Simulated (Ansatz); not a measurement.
# Ca (Fmmm) in Ansatz: notebook

Runs on Ca. Level: PBE. Tasks: single point.

Everything below comes from runs of Ansatz 0.2.0. Logs are shortened: lines on timing, memory, paths and dates and some standing lists are left out, and cuts for length are marked.

**1. The cell of the first run**

Symmetry: Fmmm, No. 69, orthorhombic system. Conventional cell: a = 4.480 Å, b = 6.272 Å, c = 6.399 Å, α = 90.00°, β = 90.00°, γ = 90.00°. Around Ca (site symmetry mmm) lie 8 Ca at 3.85 to 3.91 Å.

This isn't the form of Ca at room conditions, which is fcc.

**2. Single point, PBE (strained by +2 %)**

Input file input.yaml:

```yaml
crystal:
  lattice:
    - [-2.2176, 2.2176, 2.24]
    - [2.2176, -2.2176, 2.24]
    - [2.2624, 2.2624, -2.24]
  atoms:
    - { symbol: Ca, position: [0.0, 0.0, 0.0] }
hamiltonian:
  xc: pbe
  pseudopotentials: { kind: paw }
kpoints:
  mp_grid: { grid: [8, 8, 8] }
scf:
  occupations: { method: fermi_dirac, width: 0.05 }
output:
  forces: true
  stress: true
  eigenvalues: true
```

Potentials or basis: Ansatz PAW.

Run with:

```bash
> ansatz run input.yaml --threads 2 --pin off --max-ram 5632MiB --backend cpu --events-out ev --progress --plain --runs-dir out
```

The program printed:

```text
Warning: RAYON_NUM_THREADS=2 ignored (pool sized by the plan → 2); use --threads N
Engine: ansatz 0.2.0, aarch64-unknown-linux-gnu
Pseudopotentials: kind: paw
Pseudopotential: Ca, paw, valence charge 10, recommended cutoff 420 eV (normal), Ca.paw.azcp
Functional definition: PBE
  parameter kappa = 0.804
  parameter beta = 0.06672455060314922
  exchange = pbe_x(kappa = kappa, mu = beta*pi^2/3)
  correlation = pbe_c(beta = beta)
Crystal: 1 atoms, lattice volume = 44.953 Å³
Basis set: ecut = 420 eV, 911 PW (Γ), exchange–correlation on 54×54×54 points (8 copies of the dense FFT grid, shifted against one another)
Bands: 9, of which v1, the nominal top of the filled ones, is band 5 counted from 1 (4 counted from 0)
Symmetry: 8 space group operations
Space group: Fmmm (ITA 69), of the structure as read, at distance tolerance 3.6e-5 Å
k-points: 95 of 512
Non-local potential: Ca, projectors of the file, l = 0: 3, l = 1: 2, l = 2: 2
PAW form: soft (Blöchl's): semilocal exchange-correlation on the pseudo side does not see the compensation charge
PAW one-centre angular grid: Ca, 110 points (default); XC on 64 Gauss nodes
Initial density: superposition of atomic densities (neutral atoms: chi_scale 0, normalization atom), corrected by the library's trained network
Initial wavefunctions: pseudopotential atomic-orbital guess
Functional: x = pbe(κ = 0.804, μ = 0.2195149727645171), c = pbe(β = 0.06672455060314922)
SCF iter   1: F=—  HF=-1816.839036 eV  |F-HF|=—  |Δ(HF+E_count)|=         —  Δρ=9.16e-4  dr2=5.35e-4  ethr=1.77e-3  ⟨swp⟩=6.1  Hψ=7171  notcnv=0
preconditioner: auto → Kerker (q_TF=auto, 2.124 Å⁻¹)  [metal: Δε(μ)=0.014 eV  Ē_g=3.446 eV  σ=0.050 eV  W_gap=0.07  n_scr=12 (ndim 8)  ℏωp=7.8 eV  f_vac=0.000  D(μ)=1.61/eV (n_scr^D=12)]
SCF iter   2: F=—  HF=-1816.839108 eV  |F-HF|=—  |Δ(HF+E_count)|=   7.19e-5  Δρ=5.02e-4  dr2=1.61e-4  ethr=5.35e-6  ⟨swp⟩=2.5  Hψ=2059  notcnv=0
SCF iter   3: F=—  HF=-1816.839115 eV  |F-HF|=—  |Δ(HF+E_count)|=   6.41e-6  Δρ=1.44e-4  dr2=1.78e-5  ethr=1.61e-6  ⟨swp⟩=2.6  Hψ=1344  notcnv=0
SCF iter   4: F=—  HF=-1816.839114 eV  |F-HF|=—  |Δ(HF+E_count)|=   3.81e-7  Δρ=3.31e-5  dr2=2.89e-7  ethr=1.78e-7  ⟨swp⟩=2.1  Hψ=1073  notcnv=0
iter 5 did not close the SCF: its close was put off for the readings that it lacked (scf_convergence_deferred on its scf_iter line)
SCF iter   5: F=-1816.839115 eV  HF=-1816.839115 eV  |F-HF|=1.67e-9  |Δ(HF+E_count)|=   2.94e-7  Δρ=5.51e-6  dr2=2.15e-8  ethr=2.89e-9  ⟨swp⟩=2.2  Hψ=1304  notcnv=0
SCF iter   6: F=-1816.839115 eV  HF=-1816.839115 eV  |F-HF|=1.34e-10  |Δ(HF+E_count)|=   4.10e-9  Δρ=7.78e-7  dr2=2.69e-10  ethr=2.15e-10  ⟨swp⟩=1.9  Hψ=2774  notcnv=0
SCF 1 converged in 6 iterations: F = -1816.839115 eV  dr2 = 2.69e-10
SCF converged after 6 iterations
Free energy (F): -1816.839115 eV
Harris-Foulkes:  -1816.839115 eV  (|F-HF|=1.34e-10)
Internal energy: -1816.826129 eV  (E = F + TS)
E sigma→0 (E₀):  -1816.832622 eV
Entropy (-TS):   -0.012986 eV (-12.986 meV/atom)
Fermi energy:    4.540324 eV
--- Per-component energies (eV) ---
  E_band       = -180.617093
  E_kinetic    = 274.905111
  E_local      = -867.580805  (includes V_loc(G=0)·N_el)
  E_nonlocal   = 63.570297
  E_hartree    = 290.970134
  E_xc         = -135.625947
  E_vxc        = -169.023103  (∫ρ·V_xc dr)
  E_paw        = -858.206878  (= ΣΔE_a)
  E_vpaw       = -64.428650  (= ΣTr[D̂ρ^β])
  E_aug_tail   = -0.000006  (compensation charges beyond the density's cutoff)
  E_ewald      = -584.858036
  E_smearing   = -0.012986  (= −TS)
  E_closure    = 0.000000  (closes the sum)
  Σ components = -1816.839115   (vs F -1816.839115, Δ=0.00e0)
--- Forces (eV/Å), atoms counted from 1 ---
  atom   1  Ca     0.00000000     0.00000000    -0.00000000
  max |Σ_I F_I| component: 6.16e-32 eV/Å
--- Stress (GPa, compression-positive) ---
       -0.977134      -0.222702      -0.000000
       -0.222702      -0.977134       0.000000
       -0.000000       0.000000      -0.960076
  P = ⅓ Tr σ = -0.9714 GPa (-9.714 kbar)
--- Band table (eV; the first three rows and the last of 95) ---
  k-point 0: bands = ["-37.6585", "-18.5803", "-18.5793", "-18.5787", "0.6122", "6.7066", "6.7592", "6.8206", "7.7525"]
  k-point 1: bands = ["-37.6571", "-18.5943", "-18.5843", "-18.5803", "0.8727", "6.5607", "6.6085", "7.0099", "7.6376"]
  k-point 2: bands = ["-37.6535", "-18.6317", "-18.5965", "-18.5805", "1.6167", "6.0254", "6.2437", "7.5406", "7.6265"]
  k-point 94: bands = ["-37.6390", "-18.6679", "-18.6601", "-18.6524", "4.6786", "4.6810", "8.2229", "8.2365", "8.2545"]
```

It took 0.99 s on 2 threads of Arm Neoverse V2, shared host; peak memory 0.3 GiB.

What came out:

| Quantity | Value |
| --- | --- |
| Free energy | -1816.8391 eV |
| Pressure | -1.0 GPa |
| Band gap on the k mesh | none (metal or under the smearing width) |

Caveat: the cell was measured hot, at 740 K.

**3. Single point, PBE (strained by +4 %)**

Edit input.yaml of step 2 so:

```diff
@@ -2,5 +2,5 @@
   lattice:
-    - [-2.2176, 2.2176, 2.24]
-    - [2.2176, -2.2176, 2.24]
-    - [2.2624, 2.2624, -2.24]
+    - [-2.1952, 2.1952, 2.24]
+    - [2.1952, -2.1952, 2.24]
+    - [2.2848, 2.2848, -2.24]
   atoms:
```

Potentials or basis: Ansatz PAW.

Run with:

```bash
> ansatz run input.yaml --threads 2 --pin off --max-ram 5632MiB --backend cpu --events-out ev --progress --plain --runs-dir out
```

It took 0.92 s on 2 threads of Arm Neoverse V2, shared host; peak memory 0.3 GiB.

The run converged. Its results:

```
Free energy            : -1816.8372 eV
Pressure               : -1.0 GPa
Band gap on the k mesh : none (metal or under the smearing width)
```

Stress tensor (GPa, compression positive):
```
-0.99 -0.48  0.00
-0.48 -0.99  0.00
 0.00  0.00 -0.93
```

Levels at points of the mesh, in eV from the Fermi level:
```tsv
k point	band 1	band 2	band 3	band 4	band 5	band 6	band 7	band 8	band 9
(0.00, 0.00, 0.00)	-42.20	-23.12	-23.12	-23.12	-3.93	2.11	2.20	2.34	3.21
(0.00, 0.00, -0.50)	-42.19	-23.22	-23.15	-23.12	-0.94	-0.18	1.30	3.19	3.54
(0.00, -0.50, 0.00)	-42.19	-23.23	-23.16	-23.12	-0.85	-0.05	1.33	3.11	3.46
(-0.50, -0.50, 0.00)	-42.19	-23.24	-23.17	-23.12	-0.76	0.08	1.36	3.03	3.37
(-0.50, -0.50, -0.50)	-42.18	-23.22	-23.20	-23.19	0.13	0.14	3.67	3.70	3.74
```

Caveat: the cell was measured hot, at 740 K.
